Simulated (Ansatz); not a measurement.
## A series in volume per atom on SiC

Band levels at named k points (names of the unstrained cell) at fixed atoms, from the valence top (v1 top filled band, c1 lowest empty), gap the least over mesh, points and any path between them, spin-unpolarised plane waves, DDH-PBE0 mixes 1/eps_inf of exact exchange. The results are calculated, by Ansatz 0.2.0.

Cell of the first row (space group P6_3mc, No. 186):
```
SiC
1.0
      2.9105     0.0000     0.0000
     -1.4553     2.5206     0.0000
      0.0000     0.0000     4.7775
Si C
2 2
Direct
  0.33333 0.66667 -0.00030
  0.66667 0.33333 0.49970
  0.33333 0.66667 0.37530
  0.66667 0.33333 0.87530
```

Settings of every row: periodic directions 3; functional r2SCAN; spin orbit no; potentials PAW; wave cutoff 500 eV; k mesh 12x12x6; smearing width 0 eV.

Point:
```
 name  a (fraction of the reciprocal vector)  b (fraction of the reciprocal vector)  c (fraction of the reciprocal vector)
Gamma                                      0                                      0                                      0
    M                                    0.5                                      0                                      0
    K                                 0.3333                                 0.3333                                      0
    A                                      0                                      0                                    0.5
    L                                    0.5                                      0                                    0.5
    H                                 0.3333                                 0.3333                                    0.5
```

Limits: semilocal functionals tend to give too small a gap.

```
row  volume per atom (Å³)  band gap (eV)  least direct gap (eV)
  1                 8.762           2.38                  4.867
  2                 9.145          2.454                  4.764
  3                 9.434          2.507                   4.69
  4                 10.03          2.607                  4.547
  5                10.337              ?                      ?
  6                 10.65          2.695                  4.405
  7                 10.97          2.741                  4.337
  8                11.132          2.762                  4.303
  9                11.628          2.822                    4.2
 10                11.966           2.86                  4.102
```

Question: what band gap should row 5 give?

Worked fit of band gap. Take t = volume per atom − 10, in Å³. The shown rows have t = -1.238, -0.855, -0.566, 0.03, 0.65, 0.97, 1.132, 1.628, 1.966. Least squares give band gap = 2.6001 + 0.15923 × t − 0.01401 × t² eV; a straight line predicts inner rows, each left out in turn, worse (root mean square 0.012 against 0.0019 eV). The rows lie off it by -0.002, 0.000, 0.002, 0.002, -0.003, 0.000, 0.000, 0.000, 0.001. The withheld row has t = 0.337, so the fit gives 2.6001 + 0.15923 × (0.337) − 0.01401 × (0.337)² = 2.652 eV.

The calculation gave 2.653 eV. The fit lies 0.001 eV (0.21 % of the column's range) below it, one unit of the last digit.

The other values of row 5: least direct gap 4.476 eV.
